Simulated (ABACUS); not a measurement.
Runs of ABACUS 3.10.1 on MnS. Symmetry: Fm-3m, No. 225, cubic system. Conventional cell: a = 5.209 Å, b = 5.209 Å, c = 5.209 Å, α = 90.00°, β = 90.00°, γ = 90.00°. Mn (site symmetry m-3m) has 6 S at 2.60 Å as nearest neighbours. S (site symmetry m-3m) has 6 Mn at 2.60 Å as nearest neighbours. 

```csv
task,level,potentials or basis,cell,k mesh,cutoff (eV),threshold of the eigensolver,path,points for each segment of the path,SCF threshold on the density,eigensolver,gap on the mesh (eV),pressure (GPa),moment (μB),relaxed volume (Å³/atom)
single point,r2SCAN,"SG15 ONCV 1.2 PBE, DZP LCAO (the cutoffs set its grid)",as given,7 × 7 × 7,1361,-,-,-,1e-07,genelpa,0.29,2.6,5.00,-
single point,PBE,"PseudoDojo NC SR 0.4.1 PBE standard, plane waves",as given,9 × 9 × 9,1320,-,-,-,1e-08,dav,none,-2.0,4.77,-
relaxation of cell and atoms,r2SCAN,"SG15 ONCV 1.2 PBE, DZP LCAO (the cutoffs set its grid)",relaxed,7 × 7 × 7,1361,-,-,-,1e-07,genelpa,0.48,0.0,5.00,18.17
single point,RPBE,"GBRV ultrasoft 1.5 PBE, plane waves",as given,7 × 7 × 7,544,-,-,-,1e-08,dav,none,-0.2,(a),-
relaxation of cell and atoms,HCTH407,"SG15 ONCV 1.2 PBE, plane waves",relaxed,7 × 7 × 7,1320,-,-,-,1e-08,dav,none,0.0,(c),18.59
single point,LDA,"PseudoDojo NC SR 0.4.1 LDA stringent, plane waves",as given,7 × 7 × 7,1782,-,-,-,1e-08,dav,none,-12.2,4.53,-
relaxation of cell and atoms,LDA,"PseudoDojo NC SR 0.4.1 LDA stringent, plane waves",relaxed,7 × 7 × 7,1782,-,-,-,1e-08,dav,none,0.0,3.26,13.42
single point,HCTH407,"SG15 ONCV 1.2 PBE, plane waves",as given,7 × 7 × 7,1320,-,-,-,1e-08,dav,none,(b),4.93,-
```

Alike in all rows: spin collinear, ferromagnetic start; smearing fermi-dirac 0.05 eV.

Problem. Estimate the missing entries.

Solution. (a) 4.73; (b) 3.5; (c) 4.97.

Caveats: a cell with one magnetic atom can't hold antiferromagnetic order, which such compounds often take; semilocal functionals often make such compounds metallic where correlation or magnetic order opens a gap, which also shifts bond lengths (some runs); the potentials were made for another functional, which shifts forces and pressure (some runs); the atomic orbitals were generated for these runs and aren't a published set (some runs); an odd mesh through Γ misses points on the zone boundary, where band edges often lie (some runs); the basis of atomic orbitals isn't converged, which shifts pressures, moduli and gaps (some runs); the volume moved by over 15 % at a fixed basis, so the end points are rough (some runs).

A gap of «none» marks a metal or a gap under the smearing width.

Not every run made on this cell is shown here.
